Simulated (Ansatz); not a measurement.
Tc: computed DOS

```yaml
crystal:
  lattice:
    - [0.00000, 1.95000, 1.95000]
    - [1.95000, 0.00000, 1.95000]
    - [1.95000, 1.95000, 0.00000]
  atoms:
    - { symbol: Tc, position: [0.00000, 0.00000, 0.00000] }
```

The geometry is COD entry 1534910, unchecked; take it as a test cell.

Level of theory: DFT, PBE, all-electron LAPW, scalar-relativistic in Ansatz 0.2.0.

Numerical set-up: a Γ-centred 18×18×18 k mesh, Fermi–Dirac smearing of 0.03 eV, basis error target 0.25 meV/atom, no spin polarisation.

States per eV and cell, averaged over 0.4 eV, from -7.4 to 5.6 eV, with energies (bin centres) from the Fermi level; empty bins are left out. The partial columns, the largest 3 alone, are projections on Löwdin-orthogonalised atomic shells (those that the program's projection atoms carry: the occupied ones and, for some elements, an empty d or f shell; other empty shells have no column), summed over atoms of an element. Weights on diffuse s and p shells depend on that basis and aren't pure angular character.

| E (eV) | total | Tc 4d | Tc 5s | Tc 4p |
| --- | --- | --- | --- | --- |
| -7.3 | 0.01 | 0.00 | 0.01 | 0.00 |
| -6.9 | 0.04 | 0.00 | 0.04 | 0.00 |
| -6.5 | 0.07 | 0.00 | 0.06 | 0.00 |
| -6.1 | 0.09 | 0.00 | 0.08 | 0.00 |
| -5.7 | 0.16 | 0.04 | 0.11 | 0.00 |
| -5.3 | 0.54 | 0.33 | 0.19 | 0.01 |
| -4.9 | 1.22 | 0.89 | 0.31 | 0.01 |
| -4.5 | 1.72 | 1.39 | 0.30 | 0.01 |
| -4.1 | 1.47 | 1.30 | 0.15 | 0.01 |
| -3.7 | 1.04 | 0.95 | 0.07 | 0.01 |
| -3.3 | 1.16 | 1.09 | 0.04 | 0.01 |
| -2.9 | 1.08 | 1.01 | 0.05 | 0.01 |
| -2.5 | 1.08 | 0.99 | 0.06 | 0.01 |
| -2.1 | 1.25 | 1.13 | 0.08 | 0.01 |
| -1.7 | 1.68 | 1.49 | 0.13 | 0.01 |
| -1.3 | 1.85 | 1.72 | 0.09 | 0.01 |
| -0.9 | 1.20 | 1.06 | 0.09 | 0.01 |
| -0.5 | 1.06 | 0.95 | 0.06 | 0.00 |
| -0.1 | 1.09 | 0.99 | 0.05 | 0.00 |
| 0.3 | 1.32 | 1.22 | 0.05 | 0.00 |
| 0.7 | 1.03 | 0.96 | 0.04 | 0.00 |
| 1.1 | 0.94 | 0.88 | 0.03 | 0.00 |
| 1.5 | 0.92 | 0.87 | 0.03 | 0.00 |
| 1.9 | 0.98 | 0.93 | 0.03 | 0.00 |
| 2.3 | 1.33 | 1.28 | 0.04 | 0.00 |
| 2.7 | 1.52 | 1.46 | 0.05 | 0.00 |
| 3.1 | 0.72 | 0.65 | 0.05 | 0.00 |
| 3.5 | 0.26 | 0.17 | 0.07 | 0.00 |
| 3.9 | 0.27 | 0.15 | 0.08 | 0.00 |
| 4.3 | 0.27 | 0.13 | 0.09 | 0.00 |
| 4.7 | 0.27 | 0.11 | 0.09 | 0.00 |
| 5.1 | 0.27 | 0.10 | 0.09 | 0.00 |
| 5.5 | 0.27 | 0.08 | 0.10 | 0.00 |

Question: Which of the resolved shells contributes most within 0.3 eV of the Fermi level?

Answer: Tc 4d, with 92 % of all states there; Tc 5s follows with 4 %.

Question: Where is the centre of the filled Tc 4d states between -14 eV and the top of the filled states?

Answer: -2.64 eV from the Fermi level.
